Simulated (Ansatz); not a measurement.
# GaN: the cost of one run

Method: DFT PBEsol, frozen-core PAW, scalar-relativistic unless said, in Ansatz 0.2.0.

The COD entry's cell or inner coordinates are ideal or old and differ from later refinements, so a difference from it is no clean test against experiment.

### 1 The structure to begin with

It takes space group P6_3mc (No. 186, hexagonal). Conventional cell: a = 3.180 Å, b = 3.180 Å, c = 5.166 Å, α = 90.00°, β = 90.00°, γ = 120.00°. Ga (site symmetry 3m) is surrounded by 4 N at 1.94 to 1.95 Å. Around N (site symmetry 3m) lie 4 Ga at 1.94 to 1.95 Å.

As a file:

```
CELL_PARAMETERS angstrom
3.18000 0.00000 0.00000
-1.59000 2.75396 0.00000
0.00000 0.00000 5.16600
ATOMIC_POSITIONS crystal
Ga 0.33333 0.66667 0.00000
Ga 0.66667 0.33333 0.50000
N 0.33333 0.66667 0.37500
N 0.66667 0.33333 0.87500
```

Cartesian axes are those of the input's lattice vectors. The structure goes back to a database entry.

### 2 Cell and atoms relaxed, PAW

Contents of input.yaml:

```yaml
crystal:
  lattice:
    - [3.17999999999, 0.0, 0.0]
    - [-1.58999999999, 2.75396078402, 0.0]
    - [0.0, 0.0, 5.166]
  atoms:
    - { symbol: Ga, position: [0.333333333333, 0.666666666667, 0.0] }
    - { symbol: Ga, position: [0.666666666667, 0.333333333333, 0.5] }
    - { symbol: "N", position: [0.333333333333, 0.666666666667, 0.375] }
    - { symbol: "N", position: [0.666666666667, 0.333333333333, 0.875] }
kpoints:
  mp_grid: { grid: [10, 10, 6] }
scf:
  occupations: { method: fermi_dirac, width: 0.1 }
hamiltonian:
  xc: pbesol
  pseudopotentials: { kind: paw }
relax:
  f_tol: 0.002
  max_steps: 80
  cell: {}
output:
  forces: true
  stress: true
```

Run with:

```bash
$ ansatz run input.yaml --threads 2 --pin off --max-ram 5120MiB --backend cpu --events-out ev --progress --plain --runs-dir out
```

Q: Estimate wall time and peak memory on 2 threads of Arm Neoverse V1, shared host.

About 17 s, with a peak of 0.37 GiB.
